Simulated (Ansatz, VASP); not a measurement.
# Ni: VASP beside Ansatz

```
CELL_PARAMETERS angstrom
-1.38712 1.38712 1.42894
1.38712 -1.38712 1.42894
1.38712 1.38712 -1.42894
ATOMIC_POSITIONS crystal
Ni 0.00000 0.00000 0.00000
```

Change from the starting cell: z stretched by +2 % at fixed volume, PAW files.

Alike in both runs: task electric field gradients; functional PBE; k mesh 18 × 18 × 18; occupations fermi-dirac, width 0.08 eV; collinear spin.

```csv
,VASP,Ansatz
version,VASP 6.6.1,Ansatz 0.2.0
potentials or method,"VASP PAW PBE potentials, release 64 (Ni)","PAW with Ansatz's default frozen-core files, scalar-relativistic"
plane-wave cutoff (eV),520,420
valence electrons in the cell,10,18
```

```tsv
	VASP	Ansatz	Ansatz less VASP
pressure (GPa)	-0.1	0.0	+0.09
largest component of the traceless stress (GPa)	1.51	1.63	+0.115
net moment per atom (μB)	0.56	0.57	+0.009
size of the moment on the site where the two differ most (μB)	0.57	0.60	+0.031
Vzz of the field gradient on the site that differs most (V/Å²)	-3.7	-3.8	-0.13
```

Site moments also hang on the region over which each program counts them. The functional is the same, so the differences come from potentials, cutoffs and numerics. The two sets of potentials don't hold the same shells in valence.
